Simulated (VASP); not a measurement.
Input of a VASP 6.6.1 run:

The input POSCAR:

```
PbSe
1.0
    0.0000000000      3.0606500000      3.0606500000
    3.0606500000      0.0000000000      3.0606500000
    3.0606500000      3.0606500000      0.0000000000
Pb Se
1 1
Direct
    0.0000000000      0.0000000000      0.0000000000
    0.5000000000      0.5000000000      0.5000000000
```

Contents of INCAR.step1:

```
PREC     = Accurate       # precision mode
ENCUT    = 600            # plane-wave cutoff, eV
EDIFF    = 1E-8           # SCF threshold, eV
ISMEAR   = -1             # smearing method
SIGMA    = 0.05           # smearing width, eV
LREAL    = F              # projectors in reciprocal space
LASPH    = T              # aspherical terms in the spheres
NELM     = 60             # most SCF steps
ALGO     = Normal         # electronic algorithm
ISIF     = 3              # what is computed and relaxed
LWAVE    = F              # write WAVECAR
LCHARG   = F              # write CHGCAR
GGA      = PE             # functional
IBRION   = 2              # ionic algorithm
NSW      = 40             # ionic steps
EDIFFG   = -0.002         # ionic threshold
```

INCAR.step2

```
PREC     = Accurate       # precision mode
ENCUT    = 600            # plane-wave cutoff, eV
EDIFF    = 1E-8           # SCF threshold, eV
ISMEAR   = -1             # smearing method
SIGMA    = 0.05           # smearing width, eV
LREAL    = F              # projectors in reciprocal space
LASPH    = T              # aspherical terms in the spheres
NELM     = 60             # most SCF steps
ALGO     = Normal         # electronic algorithm
ISIF     = 2              # what is computed and relaxed
LWAVE    = F              # write WAVECAR
LCHARG   = F              # write CHGCAR
GGA      = PE             # functional
IBRION   = 8              # ionic algorithm
NSW      = 1              # ionic steps
```

The input KPOINTS:

```
regular mesh
0
Gamma
  6 6 6
```

Potentials or basis: VASP PAW PBE potentials, release 64 (Pb_d, Se).

Command:

```bash
$ cat potpaw_PBE.64/Pb_d/POTCAR potpaw_PBE.64/Se/POTCAR > POTCAR
$ cp INCAR.step1 INCAR
$ mpirun -np 1 vasp_std > vasp.out
$ cp CONTCAR POSCAR
$ cp INCAR.step2 INCAR
$ mpirun -np 1 vasp_std > vasp.out
```

**Question.** Estimate the highest phonon frequency at Γ, LO-TO splitting left out.

**Answer.** 8 cm⁻¹.

**Question.** Estimate the space group after relaxing (to 0.05 Å).

**Answer.** Fm-3m (No. 225).

**Question.** Estimate the relaxed cell.

**Answer.** a = 4.395 Å, b = 4.395 Å, c = 4.395 Å, α = 60.00°, β = 60.00°, γ = 60.00°.

Phonon frequencies in cm⁻¹ (negative: imaginary):
| q point | frequencies |
| --- | --- |
| (0.000, 0.000, 0.000) | -1 -1 -1 8 8 8 |

The run has no spin-orbit coupling, so splittings on Pb are missing.
